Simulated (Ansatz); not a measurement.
# InSe: the cost of one run

Method: DFT PBEsol, scalar-relativistic, plane waves, PAW, in Ansatz 0.2.0.

1 further run of the same task is left out (it didn't finish).

**1. The starting structure**

The structure is hexagonal, space group P-6m2 (No. 187). Conventional cell: a = 4.047 Å, b = 4.047 Å, c = 18.052 Å, α = 90.00°, β = 90.00°, γ = 120.00°. In (site symmetry 3m) is surrounded by 3 Se at 2.65 Å and 1 In at 2.79 Å. Around Se (site symmetry 3m) lie 3 In at 2.65 Å.

As a file:

```xyz
8
Lattice="4.0473 0.0000 0.0000 -2.0237 3.5051 0.0000 0.0000 0.0000 18.0521" Properties=species:S:1:pos:R:3 pbc="T T T"
In   -2.0237    3.5051   10.4231
In   -2.0237    3.5051    7.6289
In    0.0000    2.3367   16.6550
In    0.0000    2.3367    1.3971
Se    2.0237    1.1684   15.3984
Se    2.0237    1.1684    2.6537
Se    0.0000    2.3367   11.6800
Se    0.0000    2.3367    6.3721
```

It goes back to an entry of the Materials Project, which need not be the stable form.

The cell is taken as given, not relaxed at this level.

**2. Zero of energy**

Reference values: F = -43802.2688 eV; pressure -0.79 GPa; largest force 0.061 eV/Å; gap on the mesh 0.64 eV. It was computed beforehand with the settings of the runs below.

**3. The scan: random displacements**

All atoms are moved at random with no net shift, in some cells together with a random strain.

**4. rms move = 0.270 Å**

input.yaml

```yaml
crystal:
  lattice:
    - [3.9835961375, -0.1377682391, -0.1099274084]
    - [-2.1111088637, 3.4637167822, 0.0064280135]
    - [-0.4903027544, -0.2499705961, 17.6180265449]
  atoms:
    - { symbol: In, position: [0.0043658169, 1.0128574707, 0.5877484115] }
    - { symbol: In, position: [0.0489427929, 1.0675854276, 0.4090819581] }
    - { symbol: In, position: [0.3342899575, 0.699814543, 0.915030005] }
    - { symbol: In, position: [0.2933688924, 0.7020943117, 0.0807223269] }
    - { symbol: Se, position: [0.6526391138, 0.312364195, 0.8542994445] }
    - { symbol: Se, position: [0.6929431264, 0.2985915453, 0.1392808003] }
    - { symbol: Se, position: [0.3317871889, 0.6523470605, 0.6680565743] }
    - { symbol: Se, position: [0.3083297778, 0.5876787794, 0.3457804794] }
basis:
  ecutwfc: 420
kpoints:
  mp_grid: { grid: [12, 12, 2] }
hamiltonian:
  xc: pbesol
scf:
  occupations: { method: gaussian, width: 0.05 }
output:
  forces: true
  stress: true
  eigenvalues: true
```

Command:

```console
$ ansatz run input.yaml --threads 2 --pin off --max-ram 5120MiB --backend cpu --events-out ev --progress --plain --runs-dir out
```

**Question.** How long does this run take on 2 threads of Arm Neoverse V2, shared host, and how much memory does it need?

About 95 s, with a peak of 1.7 GiB.
